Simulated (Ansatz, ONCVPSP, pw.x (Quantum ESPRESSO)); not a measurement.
**From atom to crystal: ONCV potential for Ta**

ONCVPSP 4.0.1.1 (patched build) input, shortened (lines: element, Z, core and valence counts, functional; n l f; lmax; l rc ep ncon nbas qcut; lloc lpopt rc5 dvloc0; l nproj debl; icmod fcfact rcfact), LDA (Perdew-Wang 92), scalar-relativistic:

```
  Ta 73.00   10    4  -001012      upf
    1    0    2.00
    2    0    2.00
    2    1    6.00
    3    0    2.00
    3    1    6.00
    3    2   10.00
    4    0    2.00
    4    1    6.00
    4    2   10.00
    4    3   14.00
    5    0    2.00
    5    1    6.00
    5    2    3.50
    6    0    1.50
    2
    0    1.80    0.00    4    9    8.50
    1    1.45    0.00    4    7    6.30
    2    2.25    0.00    5    9    7.00
    4    5    1.25    6.00
    0    2    3.90
    1    1    3.10
    2    2    2.30
    4    0.55    0.00
```

Crystal test: fcc Ta in pw.x 7.5, no spin, 14³ k-points, Fermi–Dirac smearing 0.01 Ry, cutoffs 160/640 Ry. The reference is all-electron LAPW (Ansatz 0.2.0) with the same functional, mesh and smearing; V0 and B0 come from Birch–Murnaghan fits to the pressures at five volumes. Errors are pseudo minus all-electron; Δ is the rms difference of the E(V) curves that follow from these fits, minima aligned, over ±6 % about the mean V0. Mesh and smearing are coarse, so the numbers serve the comparison and aren't converged zero-temperature values; the lattice is a test structure that the element need not adopt.

All-electron: a0 = 4.141 Å (V0 = 17.76 Å³/atom), B0 = 207.3 GPa.

Task: How far does the potential miss the all-electron equation of state?

Result: mean pressure error (GPa): -4.08; a0 (Å): 4.113; a0 error (%): -0.68; B0 error (%): +0.3; Δ (meV/atom): 16.4. This is a poor potential for the solid.

```json
{"V (Å³/atom)": "16.944", "P all-electron (GPa)": "10.56", "P pseudo (GPa)": "5.73"}
{"V (Å³/atom)": "17.390", "P all-electron (GPa)": "4.48", "P pseudo (GPa)": "0.07"}
{"V (Å³/atom)": "17.836", "P all-electron (GPa)": "-0.93", "P pseudo (GPa)": "-4.97"}
{"V (Å³/atom)": "18.282", "P all-electron (GPa)": "-5.75", "P pseudo (GPa)": "-9.46"}
{"V (Å³/atom)": "18.728", "P all-electron (GPa)": "-10.03", "P pseudo (GPa)": "-13.45"}
```

Task: At the middle volume, how do free energy and pressure move when the wave cutoff is lowered (ecutrho kept at four times it)?

Result:

| cutoff (Ry) | shift of F (meV/atom) | shift of P (GPa) |
| --- | --- | --- |
| 72 | +143.0 | -2.14 |
| 96 | +109.8 | -0.31 |
| 128 | +30.4 | -1.83 |

The run at the middle volume (104 k-points, 6 iterations) took about 45 s on one core of a shared host (Intel(R) Xeon(R) Platinum 8488C, 192 threads, 744 GiB, load 64).
